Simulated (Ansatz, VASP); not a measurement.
# Two plane-wave programs on AlGa3As2

File INCAR:

```
SYSTEM = AlGa3As2
PREC = Accurate
ENCUT = 520
EDIFF = 1E-6
ISMEAR = 0
SIGMA = 0.1
LREAL = .FALSE.
LASPH = .TRUE.
NELM = 100
ALGO = Fast
ISIF = 2
LWAVE = .FALSE.
LCHARG = .TRUE.
GGA = PE
LELF = .TRUE.
LVHAR = .TRUE.
NBANDS = 35
```

KPOINTS

```
Automatic mesh
0
G
  3 3 6
  0 0 0
```

The input POSCAR:

```
AlGa3As2
1.0
    6.2008390500      0.0000000000      0.0000000000
   -3.1004195300      5.3700841400      0.0000000000
    0.0000000000      0.0000000000      3.3478065300
Al Ga As
1 3 2
Direct
    0.0000000000      0.0000000000      0.0000000000
    0.5000000000      0.5000000000      0.5000000000
    0.5000000000      0.0000000000      0.5000000000
    0.0000000000      0.5000000000      0.5000000000
    0.6666666700      0.3333333300      0.0000000000
    0.3333333300      0.6666666700      0.0000000000
```

Input for Ansatz:

```yaml
crystal:
  lattice:
    - [6.20083905, 0.0, 0.0]
    - [-3.10041953, 5.37008414, 0.0]
    - [0.0, 0.0, 3.34780653]
  atoms:
    - { symbol: Al, position: [0.0, 0.0, 0.0] }
    - { symbol: Ga, position: [0.5, 0.5, 0.5] }
    - { symbol: Ga, position: [0.5, 0.0, 0.5] }
    - { symbol: Ga, position: [0.0, 0.5, 0.5] }
    - { symbol: As, position: [0.66666667, 0.33333333, 0.0] }
    - { symbol: As, position: [0.33333333, 0.66666667, 0.0] }
basis:
  ecutwfc: 420
kpoints:
  mp_grid: { grid: [3, 3, 6] }
hamiltonian:
  xc: pbe
scf:
  occupations: { method: gaussian, width: 0.1 }
  lower_state_search: "off"
output:
  forces: true
  stress: true
  eigenvalues: true
```

Change from the starting cell: species swapped into the LaB2Ir3 type (P6/mmm, No. 191).

Alike in both runs: task single point; functional PBE; k mesh 3 × 3 × 6; occupations gaussian, width 0.1 eV; no spin polarisation.

|  | VASP | Ansatz |
| --- | --- | --- |
| version | VASP 6.6.1 | Ansatz 0.2.0 |
| potentials or method | VASP PAW PBE potentials, release 64 (Al, Ga_d, As) | scalar-relativistic, plane waves, PAW |
| plane-wave cutoff (eV) | 520 | 420 |
| valence electrons in the cell | 52 | 72 |

VASP gave:

```
gap on the k mesh at the Fermi level (eV)       : none
pressure (GPa)                                  : 17.8
largest component of the traceless stress (GPa) : 3.06
```

Task: What did Ansatz give for the same quantities?

Result: gap on the k mesh at the Fermi level (eV): none; pressure (GPa): 17.4; largest component of the traceless stress (GPa): 2.95.

A gap of «none» marks a metal or a gap that the smearing closes. With one functional, cell and mesh, what is left measures potentials, basis and numerics. The two sets of potentials don't hold the same shells in valence.

Caveats: the k mesh is coarse (spacing up to 0.39 Å⁻¹), so the values aren't converged; so large a pressure means that the cell lies far from this level's equilibrium, or that cutoff or potentials fall short (VASP).
